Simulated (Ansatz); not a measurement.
**AlN, before and after**

The guess for AlN was made by a generator: 4-connected net, two elements alternating (Pmma, No. 51). Its size is a rough estimate.

start.cif

```cif
data_structure
_symmetry_space_group_name_H-M 'Pmma'
_symmetry_Int_Tables_number 51
_cell_length_a 5.8742
_cell_length_b 3.3447
_cell_length_c 3.1670
_cell_angle_alpha 90.000
_cell_angle_beta 90.000
_cell_angle_gamma 90.000
_cell_volume 62.22
loop_
_atom_site_label
_atom_site_type_symbol
_atom_site_symmetry_multiplicity
_atom_site_Wyckoff_symbol
_atom_site_fract_x
_atom_site_fract_y
_atom_site_fract_z
_atom_site_occupancy
Al1 Al 2 e 0.75000 0.00000 0.35541 1
Al2 Al 2 b 0.00000 0.50000 0.00000 1
N1 N 2 f 0.75000 0.50000 0.64459 1
N2 N 2 a 0.00000 0.00000 0.00000 1
```

Level of theory: DFT PBE, scalar-relativistic, plane waves, PAW in Ansatz 0.2.0. Cutoff 420 eV, Gaussian smearing, Γ-centred meshes. Cell and atoms relax first on a coarse mesh and then on a converged one. In between, the cell is made exact in the group found at 0.06 Å. The steps can't lower the symmetry of their start. No spin polarisation.

end.cif

```cif
data_structure
_symmetry_space_group_name_H-M 'Fm-3m'
_symmetry_Int_Tables_number 225
_cell_length_a 4.0705
_cell_length_b 4.0705
_cell_length_c 4.0705
_cell_angle_alpha 90.000
_cell_angle_beta 90.000
_cell_angle_gamma 90.000
_cell_volume 67.44
loop_
_atom_site_label
_atom_site_type_symbol
_atom_site_symmetry_multiplicity
_atom_site_Wyckoff_symbol
_atom_site_fract_x
_atom_site_fract_y
_atom_site_fract_z
_atom_site_occupancy
Al1 Al 4 b 0.50000 0.00000 0.00000 1
N1 N 4 a 0.00000 0.00000 0.00000 1
```

The symmetry goes from Pmma (No. 51) to Fm-3m (No. 225), and the primitive cell from 8 to 2 atoms. The end has the rock salt type. The volume per atom grows by 8.4 %, from 7.8 to 8.4 Å³. The shortest distance goes from 1.67 Å (Al–N) to 2.04 Å (Al–N). The energy falls by about 1.0 eV/atom (the start's value is from the coarse mesh). The end is written in a standard setting, so origin, axes and order of atoms can differ from the start's.

For AlN, the volume per atom is 8.43 Å³. The density is 4.04 g/cm³. The energy over the elements is −1.200 eV/atom and the gap on the 10×10×10 mesh of the 2-atom cell is 4.44 eV.

The zero of energy is the elements' standard structures at the same level (N₂ as a molecule); no fitted shifts are applied.

The last run used Gaussian smearing of 0.02 eV. Kohn–Sham gaps at this level usually fall short of measured ones. Symmetry constrained the relaxation, so the result can be a saddle point. In all, the 3 runs took 80 s on 1 thread of AMD EPYC 7R43 64-Core Processor (Zen 3) (shared host). Another cell of AlN relaxed alike, in P3m1, lies 157 meV/atom lower, so this cell isn't the stable form at this level.
